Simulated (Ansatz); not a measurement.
System: zinc-blende ZnTe. Method: PBEsol+SOC (PAW; Ansatz, a program for electronic structure).

Numerical settings: plane-wave cutoff 520 eV, 10×10×10 k mesh, Fermi–Dirac smearing 0.01 eV, PAW data made under PBE.

Results at a series of volumes:

```csv
V (Å³/atom),E − E_lowest (meV/atom),P (GPa)
26.253,17.58,3.57
26.812,7.50,2.24
27.370,1.80,1.06
27.929,0.00,0.00
28.487,1.68,-0.94
29.046,6.47,-1.79
29.604,14.03,-2.54
```

### Question
Estimate the bulk modulus and its pressure derivative from these points.

### Answer
V0 = 27.928 Å³/atom, B0 = 49.9 GPa, B′ = 4.7 (fit to the energies at full precision).

Measured, for comparison: bulk modulus 51 ± 3 GPa (room temperature, no zero-point or thermal correction; as tabulated in Determination of phase transition pressures of ZnTe under quasihydrostatic …); equilibrium volume per atom 28.42 Å³/atom (room temperature, no zero-point or thermal correction; as tabulated in Albrecht et al. (1997), arXiv:cond-mat/9706128). Computed less measured: bulk modulus -2.2 % (inside the measured uncertainty), equilibrium volume per atom -1.7 %. A static lattice is as a rule a little smaller and stiffer than an uncorrected measurement, which can account for part of this in the equilibrium volume per atom.

Static lattice: no zero-point or thermal effects.
